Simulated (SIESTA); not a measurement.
The system is HfN.

```
Hf N
1.0
     0.00000    2.25600    2.25600
     2.25600    0.00000    2.25600
     2.25600    2.25600    0.00000
Hf N
1 1
Cartesian
  0.0000 0.0000 0.0000
  2.2560 2.2560 2.2560
```

| Property | Result |
| --- | --- |
| Program | SIESTA 5.4.2 |
| Task | single point |
| Functional | PBE |
| Potentials or basis | PseudoDojo 0.4 standard (PBE files) |
| Basis | DZP (energy shift 0.003 Ry; two zetas on semicore shells) |
| Grid cutoff | 800 Ry |
| Energy shift | 0.003 Ry |
| k mesh | 10 × 10 × 10 |
| Occupations | fermi-dirac, width 0.05 eV |
| Spin | no spin polarisation |

On this cell: pressure 10.3 GPa; largest force zero by symmetry; band gap on the k mesh none (metal or under the smearing width).

The same run follows on a disturbed copy (atoms moved at random, drawn with an rms of 0.05 Å):

```
CELL_PARAMETERS angstrom
0.00000 2.25600 2.25600
2.25600 0.00000 2.25600
2.25600 2.25600 0.00000
ATOMIC_POSITIONS crystal
Hf 0.02558 0.01152 0.98645
N 0.48681 0.50285 0.51365
```

What changes?

The energy (extrapolated to zero smearing) moves by +44.2 meV/atom; pressure 12.3 GPa; largest force 1.519 eV/Å; band gap on the k mesh none (metal or under the smearing width).

Forces on the atoms (eV/Å):
```
Hf   0.535 -0.330 -1.379
N   -0.533  0.332  1.384
```

Stress tensor (GPa, compression positive):
```
11.10  0.19  0.59
 0.19 10.69 -0.37
 0.59 -0.37 15.02
```

Caveats: short orbitals over semicore shells can move pressures by several GPa; the basis of atomic orbitals isn't converged, which shifts pressures, moduli and gaps.
